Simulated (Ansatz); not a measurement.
In YN (rock salt type) the Y atom of the primitive cell, with all its periodic images, is moved by 0.06 Å along [111].

```yaml
crystal:
  lattice:
    - [0.00000, 2.46000, 2.46000]
    - [2.46000, 0.00000, 2.46000]
    - [2.46000, 2.46000, 0.00000]
  atoms:
    - { symbol: Y, position: [0.00704, 0.00704, 0.00704] }
    - { symbol: N, position: [0.50000, 0.50000, 0.50000] }
```
Lattice in Å, positions in fractions of it.

Computed with Ansatz 0.2.0 development build, HSE06, plane waves, all-electron PAW datasets generated for the crystal, point nucleus.

Cutoff 310 eV; exchange singularity: regularized; k-mesh 4×4×4 Γ-centred; Fermi–Dirac smearing of 0.05 eV; no spin polarisation.

Task: What force results?

Result: The force on it along the displacement is 0.0217 eV/Å, a force constant of -0.36 eV/Å². The cell stands under a pressure of -3.4 GPa, which shifts the constant from its value at the relaxed volume. It is negative: the force pushes the atom further, so on this mesh the structure is unstable along this displacement. On a mesh this coarse the force constant of so soft a mode can lie far from its converged value, in sign too.

```tsv
atom	Fx (eV/Å)	Fy (eV/Å)	Fz (eV/Å)
Y1	0.0125	0.0125	0.0125
N2	-0.0125	-0.0125	-0.0125
```

The k-mesh is coarse, so these values belong to this mesh and can lie far from the converged ones. Where the force pushes the moved atom further off its site, the soft mode may be real or faked by the k-mesh.
